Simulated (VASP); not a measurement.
Set up this calculation in VASP 6.6.1, as the native input.

```
Task                   : single point
Functional             : PBE
Potentials or basis    : VASP PAW PBE potentials, release 64 (Y_sv)
Cutoff                 : 520 eV
k mesh                 : 14 × 14 × 14
Occupations            : gaussian, width 0.05 eV
Spin                   : no spin polarisation
Dipole correction      : no
Further INCAR settings : ALGO = Normal; EDIFF = 1e-06; NBANDS = 12
```

The structure of Y lies in POSCAR:

```
Y
1.0
   -2.0195363156      2.0195363156      2.0195363156
    2.0195363156     -2.0195363156      2.0195363156
    2.0195363156      2.0195363156     -2.0195363156
Y
1
Direct
    0.0000000000      0.0000000000      0.0000000000
```

The cell was built by a generator and needn't be a form met in nature.

One way to write it, as run:

INCAR

```
SYSTEM = Y
PREC = Accurate
ENCUT = 520
EDIFF = 1E-6
ISMEAR = 0
SIGMA = 0.05
LREAL = .False.
LASPH = .True.
NELM = 100
ALGO = Normal
ISIF = 2
LWAVE = .False.
LCHARG = .False.
GGA = PE
NBANDS = 12
```

KPOINTS

```
regular mesh
0
Gamma
  14 14 14
  0 0 0
```

Potentials or basis: VASP PAW PBE potentials, release 64 (Y_sv).

The run is started by

```console
$ cat potpaw_PBE.64/Y_sv/POTCAR > POTCAR
$ mpirun -np 1 vasp_std > vasp.out
```

Results of the run:

```
Pressure               : -0.1 GPa
Band gap on the k mesh : none (metal or under the smearing width)
```

Wall time 31 s on 1 thread of Intel(R) Xeon(R) 6975P-C (Granite Rapids) (shared host), peak memory 0.2 GiB.
